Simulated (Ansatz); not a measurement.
Spinel MgAl2O4 was calculated with PBEsol (Ansatz, a program for electronic structure, PAW).

Numerical settings: plane-wave cutoff 520 eV, 8×8×8 k mesh, Fermi–Dirac smearing 0.01 eV, scalar-relativistic PAW data made under PBE.

Properties against volume:

Shape and atoms are relaxed at each volume.

```csv
V (Å³/atom),P (GPa),direct gap at Γ (eV),smallest gap on the k mesh (eV)
9.131,8.42,5.610,5.597
9.321,4.00,5.411,5.398
9.511,0.00,5.219,5.205
9.701,-3.61,5.034,5.020
9.892,-6.87,4.856,4.841
```

A straight line through the gaps at Γ against ln V gives a volume deformation potential dE_g(Γ)/d ln V of -9.4 eV: the gap at Γ widens under compression.

Measured, for comparison: band gap 7.8 eV (temperature not stated, not corrected to a static lattice; as tabulated in Neo et al. (2023), doi:10.1002/gch2.202200236).

Note: the bulk modulus comes from volumes at which shape and atoms were relaxed.
